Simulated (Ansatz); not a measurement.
MoS2 (P-6m2), a sublattice moved along a line

The calculation used Ansatz, DFT PBE+D3(BJ), scalar-relativistic, plane waves, PAW. Cutoff 420 eV, Γ-centred 12×12×4 k-points, Gaussian smearing of 0.05 eV. No spin polarisation. Energies are free energies at this smearing, counted from the undisturbed cell; pressure is positive in compression.

Zero of the scan (relaxed at this level; this form isn't the usual structure):

```
Mo S
1.0
     3.14972    0.00000    0.00000
    -1.57486    2.72774    0.00000
     0.00000    0.00000    6.64754
Mo S
1 2
Direct
  0.00000 0.00000 0.00000
  0.33333 0.66667 0.23567
  0.33333 0.66667 0.76433
```

Every S atom is moved by x along the Cartesian unit vector (0.000, 0.000, 1.000); the cell and all other atoms stay fixed.

```tsv
x (Å)	ΔE (meV/cell)
-0.1000	152.4
-0.0500	38.2
0.0000	0.0
0.0125	2.4
0.0250	9.6
0.0375	21.5
0.0625	59.6
0.0750	85.8
0.0875	116.8
```

Question: Predict the pressure (GPa) at each point.

Answer:
| x (Å) | pressure (GPa) |
| --- | --- |
| -0.1000 | 0.9 |
| -0.0500 | 0.2 |
| 0.0000 | 0.0 |
| 0.0125 | 0.0 |
| 0.0250 | 0.0 |
| 0.0375 | 0.1 |
| 0.0625 | 0.3 |
| 0.0750 | 0.5 |
| 0.0875 | 0.7 |

Cost: 9 runs of about 0.28 core-minutes in all, on AMD EPYC 9R45 (Zen 5) (shared hosts).